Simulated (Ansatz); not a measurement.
# TePb (Fm-3m) in Ansatz: notebook

The runs below take TePb through single point, with PBE.

All numbers are computed with Ansatz 0.2.0; they aren't measurements. Logs are shortened: lines on timing, memory, paths and dates and some standing lists are left out, and cuts for length are marked.

**Experimental background.**

A printed reference work, monograph reports, for a bulk crystal of TePb at 4.2 K: band gap 0.19 eV (direct).

The results are compared with them further down.

### Step 1. The structure

The structure is cubic, space group Fm-3m (No. 225). Conventional cell: a = 6.462 Å, b = 6.462 Å, c = 6.462 Å, α = 90.00°, β = 90.00°, γ = 90.00°. Pb (site symmetry m-3m) has 6 Te at 3.23 Å as nearest neighbours. Te (site symmetry m-3m) has 6 Pb at 3.23 Å as nearest neighbours.

### Step 2. Single point, PBE

input.yaml reads:

```yaml
crystal:
  lattice:
    - [0.0, 3.231, 3.231]
    - [3.231, 0.0, 3.231]
    - [3.231, 3.231, 0.0]
  atoms:
    - { symbol: Pb, position: [0.0, 0.0, 0.0] }
    - { symbol: Te, position: [0.5, 0.5, 0.5] }
hamiltonian:
  xc: pbe
  pseudopotentials: { kind: paw }
kpoints:
  mp_grid: { grid: [7, 7, 7] }
scf:
  occupations: { method: fermi_dirac, width: 0.05 }
basis:
  ecutwfc: "300 eV"
output:
  forces: true
  stress: true
  eigenvalues: true
  write_density: true
  write_potential: true
  elf: true
  volumetric_format: npy
```

Potentials or basis: Ansatz PAW.

Launch:

```console
$ ansatz run input.yaml --threads 2 --pin off --max-ram 5120MiB --backend cpu --events-out ev --progress --plain --runs-dir out
```

What it wrote:

```text
Warning: basis.ecutwfc = 300 eV is below the records' recommended 420 eV, and the density's cutoff is lower with it unless basis.ecutrho_ratio is high enough to keep the records' density cutoff: compare with a run at a higher cutoff
Warning: RAYON_NUM_THREADS=2 ignored (pool sized by the plan → 2); use --threads N
Engine: ansatz 0.2.0, aarch64-unknown-linux-gnu
Pseudopotentials: kind: paw
Pseudopotential: Pb, paw, valence charge 14, recommended cutoff 420 eV (normal), Pb.paw.azcp
Pseudopotential: Te, paw, valence charge 16, recommended cutoff 420 eV (normal), Te.paw.azcp
Functional definition: PBE
  parameter kappa = 0.804
  parameter beta = 0.06672455060314922
  exchange = pbe_x(kappa = kappa, mu = beta*pi^2/3)
  correlation = pbe_c(beta = beta)
Crystal: 2 atoms, lattice volume = 67.459 Å³
Basis set: ecut = 300 eV, 821 PW (Γ), exchange–correlation on 54×54×54 points (8 copies of the dense FFT grid, shifted against one another)
Bands: 19, of which v1, the nominal top of the filled ones, is band 15 counted from 1 (14 counted from 0)
Symmetry: 48 space group operations
Space group: Fm-3m (ITA 225), of the structure as read, at distance tolerance 4.1e-5 Å
k-points: 20 of 343
Non-local potential: Pb, projectors of the file, l = 0: 2, l = 1: 2, l = 2: 2, l = 3: 2
Non-local potential: Te, projectors of the file, l = 0: 2, l = 1: 2, l = 2: 2, l = 3: 2
PAW form: soft (Blöchl's): semilocal exchange-correlation on the pseudo side does not see the compensation charge
PAW one-centre angular grid: Pb, 590 points (default); XC on 64 Gauss nodes
PAW one-centre angular grid: Te, 590 points (default); XC on 64 Gauss nodes
Initial density: superposition of atomic densities (neutral atoms: chi_scale 0, normalization atom), corrected by the library's trained network
Initial wavefunctions: pseudopotential atomic-orbital guess
Functional: x = pbe(κ = 0.804, μ = 0.2195149727645171), c = pbe(β = 0.06672455060314922)
SCF iter   1: F=—  HF=-18887.063122 eV  |F-HF|=—  |Δ(HF+E_count)|=         —  Δρ=2.21e-3  dr2=1.20e-3  ethr=1.77e-3  ⟨swp⟩=6.0  Hψ=1866  notcnv=0
preconditioner: auto → none  [insulator: Δε(μ)=1.005 eV  Ē_g=14.735 eV  σ=0.050 eV  W_gap=1.00  n_scr=14 (ndim 8)  ℏωp=20.2 eV  f_vac=0.012  D(μ)=0.00/eV (n_scr^D=0)  ε∞_Penn≈2.9]
SCF iter   2: F=—  HF=-18887.060771 eV  |F-HF|=—  |Δ(HF+E_count)|=   2.35e-3  Δρ=1.01e-3  dr2=2.47e-4  ethr=4.01e-6  ⟨swp⟩=3.1  Hψ=1006  notcnv=0
SCF iter   3: F=—  HF=-18887.060892 eV  |F-HF|=—  |Δ(HF+E_count)|=   1.21e-4  Δρ=3.21e-4  dr2=1.44e-4  ethr=8.24e-7  ⟨swp⟩=2.0  Hψ=580  notcnv=0
SCF iter   4: F=—  HF=-18887.060848 eV  |F-HF|=—  |Δ(HF+E_count)|=   4.38e-5  Δρ=1.14e-4  dr2=5.08e-6  ethr=4.80e-7  ⟨swp⟩=3.0  Hψ=584  notcnv=0
SCF iter   5: F=—  HF=-18887.060867 eV  |F-HF|=—  |Δ(HF+E_count)|=   1.84e-5  Δρ=5.06e-5  dr2=2.06e-6  ethr=1.69e-8  ⟨swp⟩=2.0  Hψ=680  notcnv=0
SCF iter   6: F=—  HF=-18887.060866 eV  |F-HF|=—  |Δ(HF+E_count)|=   1.07e-6  Δρ=1.62e-5  dr2=2.33e-7  ethr=6.86e-9  ⟨swp⟩=2.6  Hψ=700  notcnv=0
SCF iter   7: F=-18887.060866 eV  HF=-18887.060866 eV  |F-HF|=1.32e-8  |Δ(HF+E_count)|=   1.13e-7  Δρ=3.89e-6  dr2=1.27e-8  ethr=3.33e-10  ⟨swp⟩=8.7  Hψ=2504  notcnv=0
SCF 1 converged in 7 iterations: F = -18887.060866 eV  dr2 = 1.27e-8
SCF converged after 7 iterations
Free energy (F): -18887.060866 eV
Harris-Foulkes:  -18887.060866 eV  (|F-HF|=1.32e-8)
Internal energy: -18887.060863 eV  (E = F + TS)
E sigma→0 (E₀):  -18887.060864 eV
Entropy (-TS):   -0.000003 eV (-0.001 meV/atom)
Fermi energy:    9.110066 eV
--- Per-component energies (eV) ---
  E_band       = -317.346625
  E_kinetic    = 470.091153
  E_local      = -2385.345288  (includes V_loc(G=0)·N_el)
  E_nonlocal   = 38.562095
  E_hartree    = 1254.543544
  E_xc         = -345.915142
  E_vxc        = -237.540155  (∫ρ·V_xc dr)
  E_paw        = -15066.075962  (= ΣΔE_a)
  E_vpaw       = -712.206152  (= ΣTr[D̂ρ^β])
  E_aug_tail   = -0.002099  (compensation charges beyond the density's cutoff)
  E_ewald      = -2852.919164
  E_smearing   = -0.000003  (= −TS)
  E_closure    = 0.000000  (closes the sum)
  Σ components = -18887.060866   (vs F -18887.060866, Δ=0.00e0)
--- Forces (eV/Å), atoms counted from 1 ---
  atom   1  Pb    -0.00000000     0.00000000     0.00000000
  atom   2  Te     0.00000000    -0.00000000     0.00000000
  max |Σ_I F_I| component: 3.30e-29 eV/Å
--- Stress (GPa, compression-positive) ---
        2.039987      -0.000000       0.000000
        0.000000       2.039987       0.000000
        0.000000      -0.000000       2.039987
  P = ⅓ Tr σ = 2.0400 GPa (20.400 kbar)
--- Band table (eV; the first three rows and the last of 20) ---
  k-point 0: bands = ["-27.5194", "-27.5194", "-27.5143", "-27.5143", "-27.5143", "-8.0512", "-8.0512", "-8.0426", "-8.0426", "-8.0426", "-3.3236", "3.1060", "7.3504", "7.3504", "7.3504", "12.7877", "12.7877", "12.7877", "14.5189"]
  k-point 1: bands = ["-27.5183", "-27.5183", "-27.5134", "-27.5134", "-27.5134", "-8.0531", "-8.0531", "-8.0417", "-8.0395", "-8.0395", "-3.1496", "2.5505", "7.4047", "7.4047", "7.6585", "11.8364", "12.0458", "12.0458", "14.3541"]
  k-point 2: bands = ["-27.5191", "-27.5191", "-27.5142", "-27.5140", "-27.5140", "-8.0605", "-8.0605", "-8.0415", "-8.0326", "-8.0326", "-2.6580", "1.3835", "7.5642", "7.5642", "8.1692", "10.5266", "10.8838", "10.8838", "14.9057"]
  k-point 19: bands = ["-27.5182", "-27.5174", "-27.5131", "-27.5122", "-27.5107", "-8.0929", "-8.0531", "-8.0380", "-8.0306", "-8.0171", "-1.5273", "0.6741", "4.8045", "5.4327", "8.0213", "10.6484", "13.4133", "14.2205", "14.8457"]
```

It took 0.89 s on 2 threads of Arm Neoverse V1, shared host; peak memory 0.32 GiB.

Results:

```
Free energy : -18887.0609 eV
Pressure    : 2.0 GPa
```

Caveat: this odd mesh misses L, where the gap lies, so gap, dielectric constants and Born charges aren't listed; the pressure holds a Pulay correction of +2.9 GPa for the finite cutoff; the cutoff lies under the one recommended for these potentials. Spin-orbit coupling is left out, which matters for the levels of Pb, Te.

### Step 3. Single point, PBE

input.yaml: that of step 2 with these lines changed.

```diff
@@ -12,7 +12,5 @@
 kpoints:
-  mp_grid: { grid: [7, 7, 7] }
+  mp_grid: { grid: [10, 10, 10] }
 scf:
   occupations: { method: fermi_dirac, width: 0.05 }
-basis:
-  ecutwfc: "300 eV"
 output:
@@ -21,5 +19 @@
   eigenvalues: true
-  write_density: true
-  write_potential: true
-  elf: true
-  volumetric_format: npy
```

Potentials or basis: Ansatz PAW.

Launch:

```console
$ ansatz run input.yaml --threads 2 --pin off --max-ram 5120MiB --backend cpu --events-out ev --progress --plain --runs-dir out
```

What it wrote:

```text
Warning: RAYON_NUM_THREADS=2 ignored (pool sized by the plan → 2); use --threads N
[... 9 set-up lines as earlier in the session ...]
Crystal: 2 atoms, lattice volume = 67.459 Å³
Basis set: ecut = 420 eV, 1363 PW (Γ), exchange–correlation on 64×64×64 points (8 copies of the dense FFT grid, shifted against one another)
Bands: 19, of which v1, the nominal top of the filled ones, is band 15 counted from 1 (14 counted from 0)
[... 2 set-up lines as earlier in the session ...]
k-points: 47 of 1000
[... 8 set-up lines as earlier in the session ...]
SCF iter   1: F=—  HF=-18887.166261 eV  |F-HF|=—  |Δ(HF+E_count)|=         —  Δρ=5.06e-4  dr2=1.69e-4  ethr=1.77e-3  ⟨swp⟩=6.5  Hψ=4655  notcnv=0
preconditioner: auto → none  [insulator: Δε(μ)=0.728 eV  Ē_g=14.730 eV  σ=0.050 eV  W_gap=1.00  n_scr=14 (ndim 8)  ℏωp=20.2 eV  f_vac=0.014  D(μ)=0.00/eV (n_scr^D=0)  ε∞_Penn≈2.9]
SCF iter   2: F=—  HF=-18887.164458 eV  |F-HF|=—  |Δ(HF+E_count)|=   1.80e-3  Δρ=3.73e-4  dr2=7.72e-5  ethr=5.64e-7  ⟨swp⟩=3.0  Hψ=2385  notcnv=0
SCF iter   3: F=—  HF=-18887.164457 eV  |F-HF|=—  |Δ(HF+E_count)|=   1.03e-6  Δρ=1.84e-4  dr2=1.39e-5  ethr=2.57e-7  ⟨swp⟩=2.0  Hψ=1270  notcnv=0
SCF iter   4: F=—  HF=-18887.164482 eV  |F-HF|=—  |Δ(HF+E_count)|=   2.53e-5  Δρ=6.19e-5  dr2=2.85e-6  ethr=4.63e-8  ⟨swp⟩=2.0  Hψ=1599  notcnv=0
SCF iter   5: F=—  HF=-18887.164481 eV  |F-HF|=—  |Δ(HF+E_count)|=   1.52e-6  Δρ=2.81e-5  dr2=6.26e-7  ethr=9.49e-9  ⟨swp⟩=2.0  Hψ=1597  notcnv=0
SCF iter   6: F=-18887.164481 eV  HF=-18887.164481 eV  |F-HF|=8.50e-8  |Δ(HF+E_count)|=   1.50e-7  Δρ=9.59e-6  dr2=6.85e-8  ethr=3.33e-10  ⟨swp⟩=4.6  Hψ=4802  notcnv=0
SCF 1 converged in 6 iterations: F = -18887.164481 eV  dr2 = 6.85e-8
SCF converged after 6 iterations
Free energy (F): -18887.164481 eV
Harris-Foulkes:  -18887.164481 eV  (|F-HF|=8.50e-8)
Internal energy: -18887.164475 eV  (E = F + TS)
E sigma→0 (E₀):  -18887.164478 eV
Entropy (-TS):   -0.000006 eV (-0.003 meV/atom)
Fermi energy:    9.078917 eV
--- Per-component energies (eV) ---
  E_band       = -316.490896
  E_kinetic    = 468.383331
  E_local      = -2385.434769  (includes V_loc(G=0)·N_el)
  E_nonlocal   = 39.820381
  E_hartree    = 1255.111922
  E_xc         = -345.575003
  E_vxc        = -237.128297  (∫ρ·V_xc dr)
  E_paw        = -15066.551027  (= ΣΔE_a)
  E_vpaw       = -712.338783  (= ΣTr[D̂ρ^β])
  E_aug_tail   = -0.000145  (compensation charges beyond the density's cutoff)
  E_ewald      = -2852.919164
  E_smearing   = -0.000006  (= −TS)
  E_closure    = -0.000000  (closes the sum)
  Σ components = -18887.164481   (vs F -18887.164481, Δ=0.00e0)
--- Forces (eV/Å), atoms counted from 1 ---
  atom   1  Pb    -0.00000000     0.00000000     0.00000000
  atom   2  Te     0.00000000    -0.00000000    -0.00000000
  max |Σ_I F_I| component: 2.51e-29 eV/Å
--- Stress (GPa, compression-positive) ---
        2.127955      -0.000000      -0.000000
        0.000000       2.127955       0.000000
        0.000000       0.000000       2.127955
  P = ⅓ Tr σ = 2.1280 GPa (21.280 kbar)
--- Band table (eV; the first three rows and the last of 47) ---
  k-point 0: bands = ["-27.4592", "-27.4592", "-27.4538", "-27.4538", "-27.4538", "-8.0269", "-8.0269", "-8.0185", "-8.0185", "-8.0185", "-3.3199", "3.1130", "7.3510", "7.3510", "7.3510", "12.7795", "12.7795", "12.7795", "14.5199"]
  k-point 1: bands = ["-27.4592", "-27.4592", "-27.4538", "-27.4538", "-27.4538", "-8.0281", "-8.0281", "-8.0182", "-8.0171", "-8.0171", "-3.2340", "2.8240", "7.3763", "7.3763", "7.5164", "12.2363", "12.3707", "12.3707", "14.3778"]
  k-point 2: bands = ["-27.4592", "-27.4592", "-27.4537", "-27.4537", "-27.4537", "-8.0320", "-8.0320", "-8.0176", "-8.0130", "-8.0130", "-2.9826", "2.1190", "7.4549", "7.4549", "7.8668", "11.2821", "11.5642", "11.5642", "14.4457"]
  k-point 46: bands = ["-27.4594", "-27.4589", "-27.4537", "-27.4533", "-27.4530", "-8.0737", "-8.0275", "-8.0166", "-8.0056", "-7.9928", "-1.5017", "0.7910", "4.6747", "5.1778", "7.9273", "10.8719", "13.3901", "14.4111", "15.0148"]
```

Run time: 1.8 s. Hardware: 2 threads of Arm Neoverse V1, shared host; peak memory 0.39 GiB.

Results:

```
Free energy            : -18887.1645 eV
Pressure               : 2.1 GPa
Band gap on the k mesh : 0.73 eV, direct
```

Caveat: spin-orbit coupling is left out, which as a rule narrows the gap of such compounds by several tenths of an eV.

### Step 4. Against experiment

Step 3. Measured gap of TePb: 0.19 eV (direct; 4.2 K; a printed reference work, monograph). This calculation gives 0.73 eV (+0.54 eV). Spin-orbit coupling on Pb, Te is left out. The value is that of PBE on a finite k mesh, which can miss the band edges, without temperature or zero-point motion.
